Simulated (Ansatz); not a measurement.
# Cobalt, hcp under LDA: structure, energy and stiffness, part 2 of 2

Aim: take cobalt in the hcp structure, relax it, solve it on a dense k-mesh, switch on spin-orbit coupling, then scale the cell to 7 volumes from 88 to 112 % of the relaxed one and try a fit of the equation of state. The start is antiferromagnetic (alternate layers). The k-meshes are 14×14×8 for the relaxation; 24×24×13 for the dense run; 15×15×8 for spin-orbit coupling; 24×24×13 for the volumes. The starting cell is the deposited one, from the Crystallography Open Database.

Ansatz 0.2.0; DFT, LDA (PW92), plane waves (420 eV) with PAW, scalar-relativistic. Earlier steps stand in the parts before.

## 5. Equation of state: 88 %

input.yaml

```yaml
crystal:
  lattice:
    - [2.3261206208, 0.0, 0.0]
    - [-1.1630603104, 2.0144795499, 0.0]
    - [0.0, 0.0, 3.7593945328]
  atoms:
    - { symbol: Co, position: [0.3333333333, 0.6666666667, 0.25], spin: -1.558 }
    - { symbol: Co, position: [0.6666666667, 0.3333333333, 0.75], spin: -1.558 }
hamiltonian:
  xc: lda
  pseudopotentials:
    kind: paw
    azcp:
      Co: "pseudopotentials/Co.paw.azcp"
basis:
  ecutwfc: 420
  fft_grid_basis: typed
kpoints:
  mp_grid: { grid: [24, 24, 13], shift: [0, 0, 0] }
magnetization:
  spin_polarized: true
scf:
  occupations: { method: fermi_dirac, width: 0.05 }
output:
  stress: true
```

The program printed, shortened:

```text
Warning: <dir> the record states the generating functional pbe (its physics header spells it `PBE`), which answers neither for hamiltonian.xc's functional nor for the lda family's — results may be inconsistent (PPs are generated against a specific XC)
Warning: RAYON_NUM_THREADS=4 ignored (pool sized by the plan → 4); use --threads N
[...]
Pseudopotentials: kind: paw
Pseudopotential: Co, paw, valence charge 17, recommended cutoff 420 eV (normal), <dir>
Functional definition: SPW92
[...]
Crystal: 2 atoms, lattice volume = 17.616 Å³
Basis set: ecut = 420 eV, 325 PW (Γ)
Bands: 23, of which v1, the nominal top of the filled ones, is band 17 counted from 1 (16 counted from 0)
Symmetry: 24 space group operations
Space group: P63/mmc (ITA 194), of the structure as read, at distance tolerance 2.6e-5 Å
Magnetic group: BNS 194.263 (UNI 1493), of the structure as read, at distance tolerance 2.6e-5 Å
k-points: 427 of 7488
[...]
Starting moments: Σ|m| = 3.116 μB on 2 of 2 sites
[...]
SCF iter   1: F=—  HF=-10124.378882 eV  |F-HF|=—  |Δ(HF+E_count)|=         —  Δρ=2.01e-1 (↑5.26e-2 ↓2.01e-1)  dr2=4.82e0  dr2_m=1.46e0  M=-1.595 μB ∫|m|=1.635 μB  β_m=0.30  ethr=3.10e-3  ⟨swp⟩=5.3  Hψ=74106  notcnv=0
[...]
SCF iter  11: F=-10125.240071 eV  HF=-10125.240071 eV  |F-HF|=7.33e-10  |Δ(HF+E_count)|=  3.46e-10  Δρ=2.37e-6 (↑2.37e-6 ↓2.09e-6)  dr2=1.19e-9  dr2_m=5.06e-12  M=-2.409 μB ∫|m|=2.538 μB  ethr=1.63e-11  ⟨swp⟩=2.0  Hψ=53550  notcnv=0
[...]
SCF converged after 11 iterations
Magnetization: -2.4094 μB (15.7953 up, 18.2047 down)
Absolute magnetization: 2.5394 μB (∫|ρ↑−ρ↓|, with the PAW one-centre terms)
Spin contamination: 0.0166 ħ² per cell (⟨S²⟩ above its minimum at these occupations)
Per-site moments (μB) at R_I (Å): [(-1.2339309413872606, 0.9529441219721151), (-1.2339309413872606, 0.9529441219721151)]
Free energy (F): -10125.240071 eV
[...]
E sigma→0 (E₀):  -10125.225830 eV
Entropy (-TS):   -0.028482 eV (-14.241 meV/atom)
Fermi energy:    23.434788 eV
[...]
--- Stress (GPa, compression-positive) ---
       43.857871      -0.000000       0.000000
        0.000000      43.857871       0.000000
        0.000000       0.000000      42.617335
  P = ⅓ Tr σ = 43.4444 GPa (434.444 kbar)
```

It took 13 s on 4 threads of an Arm CPU, shared host; peak memory 0.59 GiB.

## 6. Equation of state: 92 %

input.yaml: that of step 5 with these lines changed.

```diff
@@ -2,5 +2,5 @@
   lattice:
-    - [2.3261206208, 0.0, 0.0]
-    - [-1.1630603104, 2.0144795499, 0.0]
-    - [0.0, 0.0, 3.7593945328]
+    - [2.3608439583, 0.0, 0.0]
+    - [-1.1804219791, 2.0445508422, 0.0]
+    - [0.0, 0.0, 3.8155131725]
   atoms:
```

The program printed, shortened:

```text
Warning: <dir> the record states the generating functional pbe (its physics header spells it `PBE`), which answers neither for hamiltonian.xc's functional nor for the lda family's — results may be inconsistent (PPs are generated against a specific XC)
Warning: RAYON_NUM_THREADS=4 ignored (pool sized by the plan → 4); use --threads N
[...]
[... 3 set-up lines as earlier in the session ...]
[...]
Crystal: 2 atoms, lattice volume = 18.417 Å³
Basis set: ecut = 420 eV, 373 PW (Γ)
Bands: 23, of which v1, the nominal top of the filled ones, is band 17 counted from 1 (16 counted from 0)
[... 2 set-up lines as earlier in the session ...]
Magnetic group: BNS 194.263 (UNI 1493), of the structure as read, at distance tolerance 2.6e-5 Å
k-points: 427 of 7488
[...]
Starting moments: Σ|m| = 3.116 μB on 2 of 2 sites
[...]
SCF iter   1: F=—  HF=-10124.734316 eV  |F-HF|=—  |Δ(HF+E_count)|=         —  Δρ=1.66e-1 (↑5.92e-2 ↓1.66e-1)  dr2=4.52e0  dr2_m=7.40e-1  M=-1.902 μB ∫|m|=1.954 μB  β_m=0.30  ethr=3.10e-3  ⟨swp⟩=5.3  Hψ=74084  notcnv=0
[...]
SCF iter  12: F=-10125.415246 eV  HF=-10125.415246 eV  |F-HF|=2.00e-11  |Δ(HF+E_count)|=   2.67e-9  Δρ=4.36e-7 (↑2.37e-7 ↓4.36e-7)  dr2=1.37e-11  dr2_m=1.20e-11  M=-2.808 μB ∫|m|=2.965 μB  ethr=1.77e-12  ⟨swp⟩=1.0  Hψ=50515  notcnv=0
[...]
SCF converged after 12 iterations
Magnetization: -2.8077 μB (15.5961 up, 18.4039 down)
Absolute magnetization: 2.9659 μB (∫|ρ↑−ρ↓|, with the PAW one-centre terms)
Spin contamination: 0.0234 ħ² per cell (⟨S²⟩ above its minimum at these occupations)
Per-site moments (μB) at R_I (Å): [(-1.4398609002895084, 0.9671692657723173), (-1.4398609002895084, 0.9671692657723173)]
Free energy (F): -10125.415246 eV
[...]
E sigma→0 (E₀):  -10125.405425 eV
Entropy (-TS):   -0.019643 eV (-9.821 meV/atom)
Fermi energy:    22.196315 eV
[...]
--- Stress (GPa, compression-positive) ---
       27.415051       0.000000      -0.000000
        0.000000      27.415051      -0.000000
        0.000000      -0.000000      26.182624
  P = ⅓ Tr σ = 27.0042 GPa (270.042 kbar)
```

Wall time 14 s (4 threads of an Arm CPU, shared host); peak memory 0.6 GiB.

## 7. Equation of state: 96 %

input.yaml: that of step 6 with these lines changed.

```diff
@@ -2,5 +2,5 @@
   lattice:
-    - [2.3608439583, 0.0, 0.0]
-    - [-1.1804219791, 2.0445508422, 0.0]
-    - [0.0, 0.0, 3.8155131725]
+    - [2.3945748578, 0.0, 0.0]
+    - [-1.1972874289, 2.0737626581, 0.0]
+    - [0.0, 0.0, 3.8700278688]
   atoms:
```

The program printed, shortened:

```text
Warning: <dir> the record states the generating functional pbe (its physics header spells it `PBE`), which answers neither for hamiltonian.xc's functional nor for the lda family's — results may be inconsistent (PPs are generated against a specific XC)
Warning: RAYON_NUM_THREADS=4 ignored (pool sized by the plan → 4); use --threads N
[...]
[... 3 set-up lines as earlier in the session ...]
[...]
Crystal: 2 atoms, lattice volume = 19.218 Å³
Basis set: ecut = 420 eV, 379 PW (Γ)
Bands: 23, of which v1, the nominal top of the filled ones, is band 17 counted from 1 (16 counted from 0)
[... 2 set-up lines as earlier in the session ...]
Magnetic group: BNS 194.263 (UNI 1493), of the structure as read, at distance tolerance 2.7e-5 Å
k-points: 427 of 7488
[...]
Starting moments: Σ|m| = 3.116 μB on 2 of 2 sites
[...]
SCF iter   1: F=—  HF=-10124.915100 eV  |F-HF|=—  |Δ(HF+E_count)|=         —  Δρ=1.22e-1 (↑7.99e-2 ↓1.22e-1)  dr2=4.13e0  dr2_m=1.59e-1  M=-2.326 μB ∫|m|=2.392 μB  β_m=0.30  ethr=3.10e-3  ⟨swp⟩=5.2  Hψ=73924  notcnv=0
[...]
SCF iter  11: F=-10125.512455 eV  HF=-10125.512455 eV  |F-HF|=1.86e-9  |Δ(HF+E_count)|=  9.86e-10  Δρ=2.30e-6 (↑2.30e-6 ↓2.24e-6)  dr2=2.37e-9  dr2_m=1.83e-11  M=-2.955 μB ∫|m|=3.131 μB  ethr=1.16e-11  ⟨swp⟩=1.8  Hψ=59028  notcnv=0
[...]
SCF converged after 11 iterations
Magnetization: -2.9548 μB (15.5226 up, 18.4774 down)
Absolute magnetization: 3.1317 μB (∫|ρ↑−ρ↓|, with the PAW one-centre terms)
Spin contamination: 0.0277 ħ² per cell (⟨S²⟩ above its minimum at these occupations)
Per-site moments (μB) at R_I (Å): [(-1.51818862609202, 0.9809878365433269), (-1.51818862609202, 0.9809878365433269)]
Free energy (F): -10125.512455 eV
[...]
E sigma→0 (E₀):  -10125.505079 eV
Entropy (-TS):   -0.014751 eV (-7.376 meV/atom)
Fermi energy:    21.096783 eV
[...]
--- Stress (GPa, compression-positive) ---
       12.578611      -0.000000       0.000000
       -0.000000      12.578611       0.000000
        0.000000       0.000000      11.662779
  P = ⅓ Tr σ = 12.2733 GPa (122.733 kbar)
```

It took 14 s on 4 threads of an Arm CPU, shared host; peak memory 0.6 GiB.

## 8. Equation of state: 100 %

input.yaml: that of step 7 with these lines changed.

```diff
@@ -2,5 +2,5 @@
   lattice:
-    - [2.3945748578, 0.0, 0.0]
-    - [-1.1972874289, 2.0737626581, 0.0]
-    - [0.0, 0.0, 3.8700278688]
+    - [2.4273813297, 0.0, 0.0]
+    - [-1.2136906648, 2.1021738962, 0.0]
+    - [0.0, 0.0, 3.9230485377]
   atoms:
```

The program printed, shortened:

```text
Warning: <dir> the record states the generating functional pbe (its physics header spells it `PBE`), which answers neither for hamiltonian.xc's functional nor for the lda family's — results may be inconsistent (PPs are generated against a specific XC)
Warning: RAYON_NUM_THREADS=4 ignored (pool sized by the plan → 4); use --threads N
[...]
[... 3 set-up lines as earlier in the session ...]
[...]
Crystal: 2 atoms, lattice volume = 20.018 Å³
Basis set: ecut = 420 eV, 391 PW (Γ)
Bands: 23, of which v1, the nominal top of the filled ones, is band 17 counted from 1 (16 counted from 0)
[... 2 set-up lines as earlier in the session ...]
Magnetic group: BNS 194.263 (UNI 1493), of the structure as read, at distance tolerance 2.7e-5 Å
k-points: 427 of 7488
[...]
Starting moments: Σ|m| = 3.116 μB on 2 of 2 sites
[...]
SCF iter   1: F=—  HF=-10125.011722 eV  |F-HF|=—  |Δ(HF+E_count)|=         —  Δρ=1.03e-1 (↑1.03e-1 ↓8.13e-2)  dr2=3.73e0  dr2_m=4.02e-2  M=-2.733 μB ∫|m|=2.814 μB  β_m=0.30  ethr=3.10e-3  ⟨swp⟩=5.3  Hψ=73885  notcnv=0
[...]
SCF iter  11: F=-10125.542188 eV  HF=-10125.542188 eV  |F-HF|=1.69e-10  |Δ(HF+E_count)|=   1.82e-9  Δρ=1.42e-6 (↑1.42e-6 ↓8.05e-7)  dr2=1.82e-10  dr2_m=3.56e-11  M=-3.026 μB ∫|m|=3.219 μB  ethr=2.36e-11  ⟨swp⟩=1.8  Hψ=58066  notcnv=0
[...]
SCF converged after 11 iterations
Magnetization: -3.0264 μB (15.4868 up, 18.5132 down)
Absolute magnetization: 3.2199 μB (∫|ρ↑−ρ↓|, with the PAW one-centre terms)
Spin contamination: 0.0310 ħ² per cell (⟨S²⟩ above its minimum at these occupations)
Per-site moments (μB) at R_I (Å): [(-1.5581003395244213, 0.9944276961581299), (-1.5581003395244215, 0.9944276961581299)]
Free energy (F): -10125.542188 eV
[...]
E sigma→0 (E₀):  -10125.535380 eV
Entropy (-TS):   -0.013615 eV (-6.808 meV/atom)
Fermi energy:    20.091074 eV
[...]
--- Stress (GPa, compression-positive) ---
        0.248360      -0.000000       0.000000
        0.000000       0.248360       0.000000
        0.000000       0.000000      -0.338734
  P = ⅓ Tr σ = 0.0527 GPa (0.527 kbar)
```

It took 14 s on 4 threads of an Arm CPU, shared host; peak memory 0.61 GiB.

## 9. Equation of state: 104 %

input.yaml: that of step 8 with these lines changed.

```diff
@@ -2,5 +2,5 @@
   lattice:
-    - [2.4273813297, 0.0, 0.0]
-    - [-1.2136906648, 2.1021738962, 0.0]
-    - [0.0, 0.0, 3.9230485377]
+    - [2.4593242209, 0.0, 0.0]
+    - [-1.2296621104, 2.1298372514, 0.0]
+    - [0.0, 0.0, 3.9746735176]
   atoms:
```

The program printed, shortened:

```text
Warning: <dir> the record states the generating functional pbe (its physics header spells it `PBE`), which answers neither for hamiltonian.xc's functional nor for the lda family's — results may be inconsistent (PPs are generated against a specific XC)
Warning: RAYON_NUM_THREADS=4 ignored (pool sized by the plan → 4); use --threads N
[...]
[... 3 set-up lines as earlier in the session ...]
[...]
Crystal: 2 atoms, lattice volume = 20.819 Å³
Basis set: ecut = 420 eV, 391 PW (Γ)
Bands: 23, of which v1, the nominal top of the filled ones, is band 17 counted from 1 (16 counted from 0)
[... 1 set-up line as earlier in the session ...]
Space group: P63/mmc (ITA 194), of the structure as read, at distance tolerance 2.8e-5 Å
Magnetic group: BNS 194.263 (UNI 1493), of the structure as read, at distance tolerance 2.8e-5 Å
k-points: 427 of 7488
[...]
Starting moments: Σ|m| = 3.116 μB on 2 of 2 sites
[...]
SCF iter   1: F=—  HF=-10125.053190 eV  |F-HF|=—  |Δ(HF+E_count)|=         —  Δρ=1.21e-1 (↑1.21e-1 ↓4.86e-2)  dr2=3.35e0  dr2_m=2.56e-1  M=-3.065 μB ∫|m|=3.160 μB  β_m=0.30  ethr=3.10e-3  ⟨swp⟩=5.4  Hψ=74044  notcnv=0
[...]
SCF iter   9: F=-10125.517003 eV  HF=-10125.517003 eV  |F-HF|=7.53e-10  |Δ(HF+E_count)|=   6.12e-8  Δρ=1.49e-6 (↑1.49e-6 ↓1.36e-6)  dr2=9.21e-10  dr2_m=3.24e-11  M=-3.082 μB ∫|m|=3.291 μB  ethr=2.78e-10  ⟨swp⟩=2.5  Hψ=61779  notcnv=0
[...]
SCF converged after 9 iterations
Magnetization: -3.0825 μB (15.4588 up, 18.5412 down)
Absolute magnetization: 3.2919 μB (∫|ρ↑−ρ↓|, with the PAW one-centre terms)
Spin contamination: 0.0343 ħ² per cell (⟨S²⟩ above its minimum at these occupations)
Per-site moments (μB) at R_I (Å): [(-1.5898969905984457, 1.0075137717834493), (-1.5898969905984457, 1.0075137717834493)]
Free energy (F): -10125.517003 eV
[...]
E sigma→0 (E₀):  -10125.509950 eV
Entropy (-TS):   -0.014107 eV (-7.053 meV/atom)
Fermi energy:    19.163365 eV
[...]
--- Stress (GPa, compression-positive) ---
       -9.580885      -0.000000      -0.000000
       -0.000000      -9.580885      -0.000000
       -0.000000      -0.000000     -10.053630
  P = ⅓ Tr σ = -9.7385 GPa (-97.385 kbar)
```

It took 13 s on 4 threads of an Arm CPU, shared host; peak memory 0.62 GiB.

## 10. Equation of state: 108 %

input.yaml: that of step 9 with these lines changed.

```diff
@@ -2,5 +2,5 @@
   lattice:
-    - [2.4593242209, 0.0, 0.0]
-    - [-1.2296621104, 2.1298372514, 0.0]
-    - [0.0, 0.0, 3.9746735176]
+    - [2.4904582124, 0.0, 0.0]
+    - [-1.2452291062, 2.156800079, 0.0]
+    - [0.0, 0.0, 4.0249911823]
   atoms:
```

The program printed, shortened:

```text
Warning: <dir> the record states the generating functional pbe (its physics header spells it `PBE`), which answers neither for hamiltonian.xc's functional nor for the lda family's — results may be inconsistent (PPs are generated against a specific XC)
Warning: RAYON_NUM_THREADS=4 ignored (pool sized by the plan → 4); use --threads N
[...]
[... 3 set-up lines as earlier in the session ...]
[...]
Crystal: 2 atoms, lattice volume = 21.620 Å³
Basis set: ecut = 420 eV, 391 PW (Γ)
Bands: 23, of which v1, the nominal top of the filled ones, is band 17 counted from 1 (16 counted from 0)
[... 2 set-up lines as earlier in the session ...]
Magnetic group: BNS 194.263 (UNI 1493), of the structure as read, at distance tolerance 2.8e-5 Å
k-points: 427 of 7488
[...]
Starting moments: Σ|m| = 3.116 μB on 2 of 2 sites
[...]
SCF iter   1: F=—  HF=-10125.032448 eV  |F-HF|=—  |Δ(HF+E_count)|=         —  Δρ=1.28e-1 (↑1.28e-1 ↓3.09e-2)  dr2=3.02e0  dr2_m=4.73e-1  M=-3.237 μB ∫|m|=3.344 μB  β_m=0.30  ethr=3.10e-3  ⟨swp⟩=5.5  Hψ=74259  notcnv=0
[...]
SCF iter  10: F=-10125.448394 eV  HF=-10125.448394 eV  |F-HF|=1.36e-10  |Δ(HF+E_count)|=  8.31e-10  Δρ=6.70e-7 (↑6.70e-7 ↓5.91e-7)  dr2=1.30e-10  dr2_m=4.10e-12  M=-3.148 μB ∫|m|=3.371 μB  ethr=2.66e-12  ⟨swp⟩=1.1  Hψ=51568  notcnv=0
[...]
SCF converged after 10 iterations
Magnetization: -3.1477 μB (15.4261 up, 18.5739 down)
Absolute magnetization: 3.3717 μB (∫|ρ↑−ρ↓|, with the PAW one-centre terms)
Spin contamination: 0.0377 ħ² per cell (⟨S²⟩ above its minimum at these occupations)
Per-site moments (μB) at R_I (Å): [(-1.6258761289535326, 1.0202684646995572), (-1.625876128953532, 1.0202684646995572)]
Free energy (F): -10125.448394 eV
[...]
E sigma→0 (E₀):  -10125.440908 eV
Entropy (-TS):   -0.014973 eV (-7.486 meV/atom)
Fermi energy:    18.302812 eV
[...]
--- Stress (GPa, compression-positive) ---
      -17.241933       0.000000      -0.000000
       -0.000000     -17.241933      -0.000000
       -0.000000      -0.000000     -17.717831
  P = ⅓ Tr σ = -17.4006 GPa (-174.006 kbar)
```

Wall time 13 s (4 threads of an Arm CPU, shared host); peak memory 0.63 GiB.

## 11. Equation of state: 112 %

input.yaml: that of step 10 with these lines changed.

```diff
@@ -2,5 +2,5 @@
   lattice:
-    - [2.4904582124, 0.0, 0.0]
-    - [-1.2452291062, 2.156800079, 0.0]
-    - [0.0, 0.0, 4.0249911823]
+    - [2.5208326475, 0.0, 0.0]
+    - [-1.2604163237, 2.1831051115, 0.0]
+    - [0.0, 0.0, 4.0740812787]
   atoms:
```

The program printed, shortened:

```text
Warning: <dir> the record states the generating functional pbe (its physics header spells it `PBE`), which answers neither for hamiltonian.xc's functional nor for the lda family's — results may be inconsistent (PPs are generated against a specific XC)
Warning: RAYON_NUM_THREADS=4 ignored (pool sized by the plan → 4); use --threads N
[...]
[... 3 set-up lines as earlier in the session ...]
[...]
Crystal: 2 atoms, lattice volume = 22.421 Å³
Basis set: ecut = 420 eV, 439 PW (Γ)
Bands: 23, of which v1, the nominal top of the filled ones, is band 17 counted from 1 (16 counted from 0)
[... 2 set-up lines as earlier in the session ...]
Magnetic group: BNS 194.263 (UNI 1493), of the structure as read, at distance tolerance 2.8e-5 Å
k-points: 427 of 7488
[...]
Starting moments: Σ|m| = 3.116 μB on 2 of 2 sites
[...]
SCF iter   1: F=—  HF=-10124.953745 eV  |F-HF|=—  |Δ(HF+E_count)|=         —  Δρ=1.30e-1 (↑1.30e-1 ↓1.96e-2)  dr2=2.74e0  dr2_m=6.41e-1  M=-3.343 μB ∫|m|=3.461 μB  β_m=0.30  ethr=3.10e-3  ⟨swp⟩=5.5  Hψ=74328  notcnv=0
[...]
SCF iter  10: F=-10125.345715 eV  HF=-10125.345715 eV  |F-HF|=2.29e-10  |Δ(HF+E_count)|=  7.84e-10  Δρ=1.23e-6 (↑1.23e-6 ↓5.65e-7)  dr2=2.77e-10  dr2_m=2.73e-11  M=-3.210 μB ∫|m|=3.447 μB  ethr=8.50e-12  ⟨swp⟩=1.3  Hψ=57758  notcnv=0
[...]
SCF converged after 10 iterations
Magnetization: -3.2097 μB (15.3951 up, 18.6049 down)
Absolute magnetization: 3.4476 μB (∫|ρ↑−ρ↓|, with the PAW one-centre terms)
Spin contamination: 0.0412 ħ² per cell (⟨S²⟩ above its minimum at these occupations)
Per-site moments (μB) at R_I (Å): [(-1.6600455631561273, 1.032711989418871), (-1.6600455631561266, 1.032711989418871)]
Free energy (F): -10125.345715 eV
[...]
E sigma→0 (E₀):  -10125.337992 eV
Entropy (-TS):   -0.015445 eV (-7.722 meV/atom)
Fermi energy:    17.504306 eV
[...]
--- Stress (GPa, compression-positive) ---
      -23.314761       0.000000       0.000000
        0.000000     -23.314761       0.000000
        0.000000       0.000000     -23.735042
  P = ⅓ Tr σ = -23.4549 GPa (-234.549 kbar)
```

It took 14 s on 4 threads of an Arm CPU, shared host; peak memory 0.64 GiB.

## 12. Fitting the volumes

All volumes keep the relaxed shape and fractional coordinates.

```
V (Å³/atom)  E − E₀ (meV/atom)  P from the stress (GPa)  P from the fit (GPa)  largest moment (μB)
      8.808              154.4                    43.44                 45.93                 1.23
      9.208               64.6                    27.00                 27.30                 1.44
      9.609               14.8                    12.27                 12.31                 1.52
     10.009               -0.4                     0.05                  0.21                 1.56
     10.410               12.3                    -9.74                 -9.59                 1.59
     10.810               46.8                   -17.40                -17.53                 1.63
     11.210               98.3                   -23.45                -23.97                 1.66
```

A third-order Birch-Murnaghan fit gives V₀ = 10.017 Å³/atom, B₀ = 271 GPa and B₀′ = 4.3; it misses no point by more than 0.64 meV/atom.

The fit is made to E(σ → 0), while the stress belongs to the free energy F; that is one source of the offset between the two pressures.

## 13. Outcome

This closing draws on all 2 parts.

| quantity | value |
| --- | --- |
| space group (spins left aside) | P6_3/mmc (No. 194) |
| conventional cell | a = 2.427 Å, c = 3.923 Å (c/a = 1.616) |
| volume | 10.009 Å³/atom |
| shortest distance | 2.411 Å |
| against the deposited volume | -9.6 % (11.074 Å³/atom) |
| gap on the mesh | none (levels filled in part) |
| magnetic state | ferromagnetic, up to 1.56 μB per atom |
| magnetic state with spin-orbit coupling | ferromagnetic, up to 1.54 μB per atom |
| V₀, B₀, B₀′ | 10.017 Å³/atom, 271 GPa, 4.3 |

In words: The volume comes out 9.6 % smaller than measured. The final state is ferromagnetic (largest moment 1.56 μB). That is not the order it started in. No gap shows: it is a metal or semimetal at this level. In the spin-orbit run the largest spin moment goes from 1.56 to 1.54 μB; mesh and site projection of the two kinds of run can differ, so the change can't be laid on spin-orbit coupling. Totals with and without spin-orbit coupling (-0.24 eV/atom apart) can't be read as binding, since the two-component data shift the zero of energy. B₀ comes out at 271 GPa; letting shape and positions relax at each volume could only lower it.
